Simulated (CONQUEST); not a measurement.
A run of CONQUEST 1.3 is set up as follows.

Contents of Conquest_input:

```
IO.Title ZnS
IO.Coordinates coords.dat
IO.FractionalAtomicCoords T
IO.Iprint 2
IO.Iprint_init 1
General.NumberOfSpecies 2
General.PseudopotentialType hamann
AtomMove.TypeOfRun static
AtomMove.FullStress T
Grid.GridCutoff 120
DM.SolutionMethod diagon
Diag.MPMesh T
Diag.GammaCentred T
Diag.MPMeshX 7
Diag.MPMeshY 7
Diag.MPMeshZ 5
Diag.kT 0.00183747
minE.SCTolerance 1e-6
SC.MaxIters 100
IO.AtomChargeOutput T
IO.DumpChargeDensity T
IO.DumpTotPot T
%block ChemicalSpeciesLabel
1 65.390 Zn
2 32.070 S
%endblock
```

coords.dat

```
    7.2210310030     0.0000000000     0.0000000000
    0.0000000000     7.2210310030     0.0000000000
    0.0000000000     0.0000000000    10.2120799775
4
  0.0000000000   0.5000000000   0.2500000000 1 T T T
  0.5000000000   0.0000000000   0.7500000000 1 T T T
  0.0000000000   0.0000000000   0.0000000000 2 T T T
  0.5000000000   0.5000000000   0.5000000000 2 T T T
```

Potentials or basis: PseudoDojo NC PBE, DZP, grid cutoff 120 Ha.

Run with:

```bash
$ Conquest
```

Problem. Estimate the Mulliken charges.

Solution. Zn +0.25; S -0.25 e.

Problem. What does it give for the band gap on the k mesh?

Solution. 2.34 eV.

Problem. Estimate the pressure.

Solution. 4.2 GPa.

Caveat: the box holds several primitive cells, so bands are folded and the points are those of the box's own zone; the basis of atomic orbitals isn't converged, which shifts pressures, moduli and gaps; the real-space grid breaks the cell's symmetry a little.

**The experiment to reproduce.**

From “Electronic, vibrational, and thermodynamic properties of ZnS (zincblende and rocksalt structure)”, 2009, arxiv:0911.5022, for a bulk crystal of ZnS at 19 K: band gap 3.85 eV (direct).

Against the measured gap of ZnS, 3.85 eV (direct; 19 K; quoted in “Electronic, vibrational, and thermodynamic properties of ZnS (zincblende and rocksalt structure)”, 2009, arxiv:0911.5022), the calculated 2.34 eV is off by -1.51 eV. The value is that of PBE in an atomic basis (PseudoDojo NC PBE, DZP, grid cutoff 120 Ha), whose error adds to the functional's,, without temperature or zero-point motion. Semilocal functionals fall short of measured gaps as a rule.
